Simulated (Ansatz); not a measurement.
Set up this calculation in Ansatz 0.2.0, as the native input.

- Task: single point
- Functional: PBE
- Potentials or basis: Ansatz PAW
- Cutoff: 420 eV (not typed: the program's choice for these potentials)
- k mesh: 9 × 9 × 9
- Occupations: gaussian, width 0.1 eV
- Spin: collinear spin, ferromagnetic start
- Starting moments: [2.0, 1.0] μB

The system is TiCo.

```xyz
2
Lattice="2.9861 0.0000 0.0000 0.0000 2.9861 0.0000 0.0000 0.0000 2.9861" Properties=species:S:1:pos:R:3 pbc="T T T"
Co    1.4931    1.4931    1.4931
Ti    0.0000    0.0000    0.0000
```

The cell comes from a database or a generator and needn't be the stable form of this composition.

These files were run (other wordings do the same):

input.yaml

```yaml
crystal:
  lattice:
    - [2.98611099, 0.0, 0.0]
    - [0.0, 2.98611099, 0.0]
    - [0.0, 0.0, 2.98611099]
  atoms:
    - { symbol: Co, position: [0.5, 0.5, 0.5], spin: 2.0 }
    - { symbol: Ti, position: [0.0, 0.0, 0.0], spin: 1.0 }
hamiltonian:
  xc: pbe
  pseudopotentials: { kind: paw }
magnetization:
  spin_polarized: true
kpoints:
  mp_grid: { grid: [9, 9, 9] }
scf:
  occupations: { method: gaussian, width: 0.1 }
output:
  forces: true
  stress: true
  eigenvalues: true
```

Potentials or basis: Ansatz PAW.

The run is started by

```sh
$ ansatz run input.yaml --threads 2 --pin off --max-ram 5632MiB --backend cpu --events-out ev --progress --plain --runs-dir out
```

Results of the run:

```yaml
Pressure: -0.6 GPa
Band_gap_on_the_k_mesh: none (metal or under the smearing width)
Net_moment: 0.83 μB per cell
Absolute_moment: 1.05 μB per cell
Site_moments: Co +0.93; Ti -0.03 μB
```

Wall time 2.3 s on 2 threads of Intel(R) Xeon(R) Platinum 8259CL CPU @ 2.50GHz (Skylake/Cascade Lake), on a shared host, peak memory 0.4 GiB.
